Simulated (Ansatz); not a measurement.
Input and output for InP (zincblende type): DFT, PBE, PAW with Ansatz's default frozen-core files, scalar-relativistic (Ansatz 0.2.0). This run: bulk in the slab's orientation.

The cell comes from a relaxation on PAW files under the same functional, begun from a prototype that needn't be the stable phase.

Command: `ansatz run input.yaml --threads 1 --pin off --max-ram 3584MiB --backend cpu --events-out ev --progress --plain --runs-dir out` It took 6.2 s on 1 thread of Arm Neoverse V2, with other jobs on the host, peak memory 0.33 GiB.

```yaml
crystal:
  lattice:
    - [-2.9797366563, 2.9797366563, 0.0]
    - [0.0, 0.0, 5.9594733127]
    - [2.9797366563, 2.9797366563, 0.0]
  atoms:
    - { symbol: In, position: [0.0, 0.0, 0.0] }
    - { symbol: In, position: [0.5, 0.5, 0.5] }
    - { symbol: P, position: [0.0, 0.25, 0.5] }
    - { symbol: P, position: [0.5, 0.75, 0.0] }
kpoints:
  mp_grid: { grid: [6, 5, 6] }
scf:
  occupations: { method: fermi_dirac, width: 0.02 }
hamiltonian:
  xc: pbe
  pseudopotentials: { kind: paw }
output:
  forces: true
  stress: true
  eigenvalues: true
```

Output:

```
Engine: ansatz 0.2.0
Pseudopotentials: kind: paw
Pseudopotential: In, paw, valence charge 13, recommended cutoff 420 eV (normal), In.paw.azcp
Pseudopotential: P, paw, valence charge 5, recommended cutoff 420 eV (normal), P.paw.azcp
Functional definition: PBE
  parameter kappa = 0.804
  parameter beta = 0.06672455060314922
  exchange = pbe_x(kappa = kappa, mu = beta*pi^2/3)
  correlation = pbe_c(beta = beta)
Crystal: 4 atoms, lattice volume = 105.826 Å³
Basis set: ecut = 420 eV, 2071 PW (Γ), exchange–correlation on 60×80×60 points (8 copies of the dense FFT grid, shifted against one another)
Bands: 22, of which v1, the nominal top of the filled ones, is band 18 counted from 1 (17 counted from 0)
Symmetry: 16 space group operations
Space group: F-43m (ITA 216), of the structure as read, at distance tolerance 4.7e-5 Å
k-points: 30 of 180 (time reversal used)
Non-local potential: In, projectors of the file, l = 0: 2, l = 1: 2, l = 2: 2, l = 3: 2
Non-local potential: P, projectors of the file, l = 0: 2, l = 1: 2, l = 2: 2
PAW form: soft (Blöchl's): semilocal exchange-correlation on the pseudo side does not see the compensation charge
PAW one-centre angular grid: In, 590 points (default); XC on 64 Gauss nodes
PAW one-centre angular grid: P, 110 points (default); XC on 64 Gauss nodes
Initial density: superposition of atomic densities (neutral atoms: chi_scale 0, normalization atom), corrected by the library's trained network
Initial wavefunctions: pseudopotential atomic-orbital guess
Functional: x = pbe(κ = 0.804, μ = 0.2195149727645171), c = pbe(β = 0.06672455060314922)
SCF iter   1: F=—  HF=-12708.014333 eV  |F-HF|=—  |Δ(HF+E_count)|=         —  Δρ=1.90e-3  dr2=8.69e-3  ethr=1.77e-3  ⟨swp⟩=7.3  Hψ=3550  notcnv=0
preconditioner: auto → Resta (q_TF=auto, 2.280 Å⁻¹)  ε∞=3.7  [insulator: Δε(μ)=0.427 eV  Ē_g=13.129 eV  σ=0.020 eV  W_gap=1.00  n_scr=20 (ndim 8)  ℏωp=21.7 eV  f_vac=0.029  D(μ)=0.00/eV (n_scr^D=0)  ε∞_Penn≈3.7]
SCF iter   2: F=—  HF=-12708.008271 eV  |F-HF|=—  |Δ(HF+E_count)|=   6.06e-3  Δρ=9.99e-4  dr2=1.46e-3  ethr=2.41e-5  ⟨swp⟩=2.4  Hψ=1577  notcnv=0
SCF iter   3: F=—  HF=-12708.008194 eV  |F-HF|=—  |Δ(HF+E_count)|=   7.78e-5  Δρ=3.46e-4  dr2=2.66e-4  ethr=4.05e-6  ⟨swp⟩=2.9  Hψ=1239  notcnv=0
SCF iter   4: F=—  HF=-12708.008330 eV  |F-HF|=—  |Δ(HF+E_count)|=   1.36e-4  Δρ=1.66e-4  dr2=4.08e-5  ethr=7.38e-7  ⟨swp⟩=2.0  Hψ=854  notcnv=0
SCF iter   5: F=—  HF=-12708.008368 eV  |F-HF|=—  |Δ(HF+E_count)|=   3.80e-5  Δρ=2.84e-5  dr2=8.52e-7  ethr=1.13e-7  ⟨swp⟩=3.0  Hψ=1372  notcnv=0
SCF iter   6: F=-12708.008369 eV  HF=-12708.008369 eV  |F-HF|=5.43e-8  |Δ(HF+E_count)|=   1.26e-6  Δρ=3.91e-6  dr2=1.62e-8  ethr=2.78e-10  ⟨swp⟩=8.4  Hψ=3371  notcnv=0
SCF 1 converged in 6 iterations: F = -12708.008369 eV  dr2 = 1.62e-8
  greatest PAW one-centre occupation: 0.981 electrons in one spin orbital (limit 2), on the In atom at site 1 (counted from 0), in its partial waves of l = 2
SCF converged after 6 iterations
Free energy (F): -12708.008369 eV
Harris-Foulkes:  -12708.008369 eV  (|F-HF|=5.43e-8)
Internal energy: -12708.008369 eV  (E = F + TS)
E sigma→0 (E₀):  -12708.008369 eV
Entropy (-TS):   -0.000000 eV (-0.000 meV/atom)
Fermi energy:    6.611911 eV
--- Per-component energies (eV) ---
  E_band       = -122.353269
  E_kinetic    = 624.429161
  E_local      = -2856.612738  (includes V_loc(G=0)·N_el)
  E_nonlocal   = 802.580894
  E_hartree    = 1124.956322
  E_xc         = -552.000044
  E_vxc        = -318.126343  (∫ρ·V_xc dr)
  E_paw        = -9450.286996  (= ΣΔE_a)
  E_vpaw       = -624.541039  (= ΣTr[D̂ρ^β])
  E_aug_tail   = 0.000057  (compensation charges beyond the density's cutoff)
  E_ewald      = -2401.075025
  E_smearing   = -0.000000  (= −TS)
  E_closure    = -0.000000  (closes the sum)
  Σ components = -12708.008369   (vs F -12708.008369, Δ=0.00e0)
--- Forces (eV/Å), atoms counted from 1 ---
  atom   1  In    -0.00000000     0.00000000     0.00000000
  atom   2  In    -0.00000000     0.00000000     0.00000000
  atom   3  P      0.00000000    -0.00000000    -0.00000000
  atom   4  P      0.00000000    -0.00000000    -0.00000000
  max |Σ_I F_I| component: 1.73e-18 eV/Å
--- Stress (GPa, compression-positive) ---
        0.016247       0.000000       0.000000
       -0.000000       0.016247       0.000000
        0.000000      -0.000000      -0.066077
  P = ⅓ Tr σ = -0.0112 GPa (-0.112 kbar)
--- Band table (eV; the first three rows and the last of 30) ---
  k-point 0: bands = ["-7.8730", "-7.7177", "-7.7177", "-7.7174", "-7.6307", "-7.6300", "-7.6300", "-7.5894", "-7.5887", "-7.5593", "-4.8066", "-2.6438", "0.8408", "4.2234", "4.2234", "6.3792", "6.3803", "6.3803", "6.8216", "8.2271", "8.6453", "10.4652"]
  k-point 1: bands = ["-7.8608", "-7.7367", "-7.7116", "-7.7073", "-7.6447", "-7.6355", "-7.6199", "-7.5905", "-7.5874", "-7.5652", "-4.6120", "-2.6286", "0.9034", "3.6242", "4.3863", "4.7499", "5.9012", "6.2880", "8.0406", "8.5630", "9.6805", "10.3920"]
  k-point 2: bands = ["-7.8362", "-7.7765", "-7.6950", "-7.6897", "-7.6661", "-7.6511", "-7.6005", "-7.5928", "-7.5829", "-7.5784", "-4.0726", "-2.7808", "1.1040", "3.0400", "3.2289", "4.8082", "4.8326", "5.9704", "8.8811", "8.9827", "10.7835", "11.1553"]
  k-point 29: bands = ["-7.8474", "-7.8474", "-7.6633", "-7.6633", "-7.6359", "-7.6359", "-7.6082", "-7.6082", "-7.5741", "-7.5741", "-2.5873", "-2.5873", "0.9654", "0.9654", "3.6839", "3.6839", "3.7303", "3.7303", "10.1689", "10.1689", "10.2660", "10.2660"]
```

Next run, as changes to the input before:

```diff
   lattice:
-    - [-2.9797366563, 2.9797366563, 0.0]
-    - [0.0, 0.0, 5.9594733127]
-    - [2.9797366563, 2.9797366563, 0.0]
+    - [4.2139839917, 0.0, 0.0]
+    - [0.0, 5.9594733127, 0.0]
+    - [0.0, 0.0, 16.0]
   atoms:
-    - { symbol: In, position: [0.0, 0.0, 0.0] }
-    - { symbol: In, position: [0.5, 0.5, 0.5] }
-    - { symbol: P, position: [0.0, 0.25, 0.5] }
-    - { symbol: P, position: [0.5, 0.75, 0.0] }
+    - { symbol: In, position: [0.25, 0.125, 0.5] }
+    - { symbol: P, position: [0.75, 0.875, 0.5] }
 kpoints:
-  mp_grid: { grid: [6, 5, 6] }
+  mp_grid: { grid: [6, 5, 1] }
 scf:
   eigenvalues: true
+  populations: true
+efield:
+  axis: 3
+  amplitude: 0
+  dipole_correction: true
```

Command: `ansatz run input.yaml --threads 1 --pin off --max-ram 3584MiB --backend cpu --events-out ev --progress --plain --runs-dir out` It took 8.1 s on 1 thread of Arm Neoverse V2, with other jobs on the host, peak memory 0.45 GiB.

Results part of the output:

```
SCF 1 converged in 8 iterations: F = -6351.454149 eV  dr2 = 9.30e-9
  greatest PAW one-centre occupation: 0.983 electrons in one spin orbital (limit 2), on the In atom at site 0 (counted from 0), in its partial waves of l = 2
SCF converged after 8 iterations
Free energy (F): -6351.454149 eV
Harris-Foulkes:  -6351.454149 eV  (|F-HF|=2.01e-8)
Internal energy: -6351.448460 eV  (E = F + TS)
E sigma→0 (E₀):  -6351.451304 eV
Entropy (-TS):   -0.005690 eV (-2.845 meV/atom)
Fermi energy:    -3.289306 eV
Dipole field:    D = -0.000000 V/Å  (p = -0.000001 e·Å, saw-weighted, corrected)
Work function:   Φ+ = 4.8300 eV   Φ− = 4.8300 eV
Levels:          The Fermi level and band energies are counted from a zero that moves with the ramp; work functions are not
--- Per-component energies (eV) ---
  E_band       = -232.902058
  E_kinetic    = 305.353753
  E_local      = -4177.317483  (includes V_loc(G=0)·N_el)
  E_nonlocal   = 400.241414
  E_hartree    = 1850.277321
  E_xc         = -272.868151
  E_vxc        = -154.405604  (∫ρ·V_xc dr)
  E_paw        = -4721.974733  (= ΣΔE_a)
  E_vpaw       = -307.324514  (= ΣTr[D̂ρ^β])
  E_aug_tail   = 0.000029  (compensation charges beyond the density's cutoff)
  E_efield     = 0.000000  (sawtooth field / dipole correction)
  E_vefield    = 0.000000  (∫n·V_field dr)
  E_ewald      = 264.839391
  E_smearing   = -0.005690  (= −TS)
  E_closure    = 0.000000  (closes the sum)
  Σ components = -6351.454149   (vs F -6351.454149, Δ=0.00e0)
--- Forces (eV/Å), atoms counted from 1 ---
  atom   1  In     0.00000000    -1.43477839    -0.00000016
  atom   2  P      0.00000000     1.43475865     0.00000032
  max |Σ_I F_I| component: 1.97e-5 eV/Å
--- Stress (GPa, compression-positive) ---
       -0.828397       0.000000       0.000000
        0.000000      -1.064413      -0.000000
        0.000000      -0.000000       0.000014
  P = ⅓ Tr σ = -0.6309 GPa (-6.309 kbar)
--- Band table (eV; the first three rows and the last of 12) ---
  k-point 0: bands = ["-17.7275", "-17.6891", "-17.6677", "-17.6294", "-17.5677", "-12.7093", "-6.5691", "-4.2146", "-4.1002", "-3.0818", "-0.0999", "-0.0624", "0.9184"]
  k-point 1: bands = ["-17.7272", "-17.6892", "-17.6678", "-17.6293", "-17.5677", "-12.7003", "-6.7048", "-4.1830", "-4.0883", "-2.7664", "-0.2300", "-0.1986", "1.0777"]
  k-point 2: bands = ["-17.7267", "-17.6893", "-17.6680", "-17.6292", "-17.5677", "-12.6854", "-6.8977", "-4.1291", "-4.0688", "-2.1869", "-0.4794", "-0.4745", "1.5268"]
  k-point 11: bands = ["-17.7409", "-17.7061", "-17.6870", "-17.5840", "-17.5498", "-11.9263", "-8.1987", "-4.7376", "-3.5824", "-3.2619", "-0.9038", "1.7268", "2.8099"]
--- Löwdin populations: 2 sites ---
  site symbol       q [e]
     0     In     12.6861
     1      P      5.2569
  spilling = 0.003171 (of n_electrons = 18.000000)
```

Next run (vacuum of 22 Å), as changes to the input before:

```diff
-    - [0.0, 0.0, 16.0]
+    - [0.0, 0.0, 22.0]
   atoms:
   eigenvalues: true
-  populations: true
 efield:
```

Command: `ansatz run input.yaml --threads 1 --pin off --max-ram 3584MiB --backend cpu --events-out ev --progress --plain --runs-dir out` It took 8.4 s on 1 thread of Arm Neoverse V2, on a shared host, peak memory 0.51 GiB.

Results part of the output:

```
SCF 1 converged in 8 iterations: F = -6351.454147 eV  dr2 = 1.02e-8
  greatest PAW one-centre occupation: 0.983 electrons in one spin orbital (limit 2), on the In atom at site 0 (counted from 0), in its partial waves of l = 2
SCF converged after 8 iterations
Free energy (F): -6351.454147 eV
Harris-Foulkes:  -6351.454146 eV  (|F-HF|=2.73e-8)
Internal energy: -6351.448457 eV  (E = F + TS)
E sigma→0 (E₀):  -6351.451302 eV
Entropy (-TS):   -0.005690 eV (-2.845 meV/atom)
Fermi energy:    -3.709527 eV
Dipole field:    D = -0.000000 V/Å  (p = -0.000001 e·Å, saw-weighted, corrected)
Work function:   Φ+ = 4.8300 eV   Φ− = 4.8300 eV
Levels:          The Fermi level and band energies are counted from a zero that moves with the ramp; work functions are not
--- Per-component energies (eV) ---
  E_band       = -240.466075
  E_kinetic    = 305.353516
  E_local      = -5337.036066  (includes V_loc(G=0)·N_el)
  E_nonlocal   = 400.241607
  E_hartree    = 2426.354825
  E_xc         = -272.868104
  E_vxc        = -154.405554  (∫ρ·V_xc dr)
  E_paw        = -4721.974766  (= ΣΔE_a)
  E_vpaw       = -307.324519  (= ΣTr[D̂ρ^β])
  E_aug_tail   = 0.000029  (compensation charges beyond the density's cutoff)
  E_efield     = 0.000000  (sawtooth field / dipole correction)
  E_vefield    = 0.000000  (∫n·V_field dr)
  E_ewald      = 848.480502
  E_smearing   = -0.005690  (= −TS)
  E_closure    = 0.000000  (closes the sum)
  Σ components = -6351.454147   (vs F -6351.454147, Δ=0.00e0)
--- Forces (eV/Å), atoms counted from 1 ---
  atom   1  In     0.00000000    -1.43477838    -0.00000035
  atom   2  P      0.00000000     1.43475773     0.00000041
  max |Σ_I F_I| component: 2.06e-5 eV/Å
--- Stress (GPa, compression-positive) ---
       -0.602466       0.000000       0.000000
        0.000000      -0.774114      -0.000000
        0.000000      -0.000000      -0.000001
  P = ⅓ Tr σ = -0.4589 GPa (-4.589 kbar)
--- Band table (eV; the first three rows and the last of 12) ---
  k-point 0: bands = ["-18.1477", "-18.1094", "-18.0880", "-18.0496", "-17.9880", "-13.1296", "-6.9893", "-4.6349", "-4.5204", "-3.5021", "-0.5201", "-0.4834", "0.5285"]
  k-point 1: bands = ["-18.1474", "-18.1094", "-18.0880", "-18.0495", "-17.9880", "-13.1205", "-7.1250", "-4.6032", "-4.5085", "-3.1867", "-0.6506", "-0.6188", "0.6869"]
  k-point 2: bands = ["-18.1469", "-18.1095", "-18.0882", "-18.0495", "-17.9880", "-13.1057", "-7.3179", "-4.5493", "-4.4890", "-2.6071", "-0.8997", "-0.8947", "1.1312"]
  k-point 11: bands = ["-18.1611", "-18.1263", "-18.1072", "-18.0042", "-17.9700", "-12.3465", "-8.6189", "-5.1579", "-4.0026", "-3.6822", "-1.3241", "1.3066", "2.3878"]
```
